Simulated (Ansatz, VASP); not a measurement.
## HfC in VASP and in Ansatz

```
Hf C
1.0
     0.00000    2.32500    2.32500
     2.32500    0.00000    2.32500
     2.32500    2.32500    0.00000
Hf C
1 1
Cartesian
  2.3250 2.3250 2.3250
  0.0000 0.1875 0.0000
```

Change from the starting cell: all C atoms moved +0.188 Å, as atom 2 along Cartesian [0 1 0].

Alike in both runs: task single point; functional PBEsol; k mesh 18 × 18 × 18; occupations gaussian, width 0.15 eV; no spin polarisation.

```csv
,VASP,Ansatz
version,VASP 6.6.1,Ansatz 0.2.0
potentials or method,"VASP PAW PBE potentials, release 64 (Hf_pv, C)","scalar-relativistic, plane waves, PAW"
plane-wave cutoff (eV),520,420
valence electrons in the cell,14,30
```

|  | VASP | Ansatz | Ansatz less VASP |
| --- | --- | --- | --- |
| gap on the k mesh at the Fermi level (eV) | none | none | - |
| pressure (GPa) | -3.7 | -3.3 | +0.40 |
| largest component of the traceless stress (GPa) | 7.40 | 7.22 | -0.182 |
| rms of the force components (eV/Å) | 0.894 | 0.892 | -0.0022 |

Atom by atom the forces differ by 0.002 eV/Å (rms over components). A gap of «none» marks a metal or a gap that the smearing closes. The functional is the same, so the differences come from potentials, cutoffs and numerics. The two sets of potentials don't hold the same shells in valence.

Caveats: the PAW data sets were made with another functional, which shifts forces and pressure a little (VASP). The runs have no spin-orbit coupling, so splittings on Hf are missing.
